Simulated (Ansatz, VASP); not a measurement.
One calculation of Si, two programs

```
Si
1.0
     0.00000    2.70073    2.70073
     2.70073    0.00000    2.70073
     2.70073    2.70073    0.00000
Si
2
Direct
  0.00000 0.00000 0.00000
  0.25000 0.25000 0.25000
```

The cell was built by a generator and needn't be a form met in nature.

Alike in both runs: functional LDA; k mesh 12 × 12 × 12; occupations gaussian, width 0.02 eV; no spin polarisation.

Ansatz relaxed the structure, and its values are those at the end. VASP's run is a single point on that final structure, the one shown.

|  | VASP | Ansatz |
| --- | --- | --- |
| version | VASP 6.6.1 | Ansatz 0.2.0 |
| potentials or method | VASP PAW LDA potentials, release 64 (Si) | scalar-relativistic, plane waves, PAW |
| plane-wave cutoff (eV) | 520 | 420 |
| valence electrons in the cell | 8 | 8 |

|  | VASP | Ansatz | Ansatz less VASP |
| --- | --- | --- | --- |
| gap on the k mesh at the Fermi level (eV) | 0.44 | 0.44 | +0.003 |
| least direct gap on the mesh (eV) | 2.53 | 2.53 | +0.002 |
| pressure (GPa) | 0.1 | 0.0 | -0.06 |

Ansatz warned: «pseudo_functional_mismatch».

A k mesh can miss the band edges.
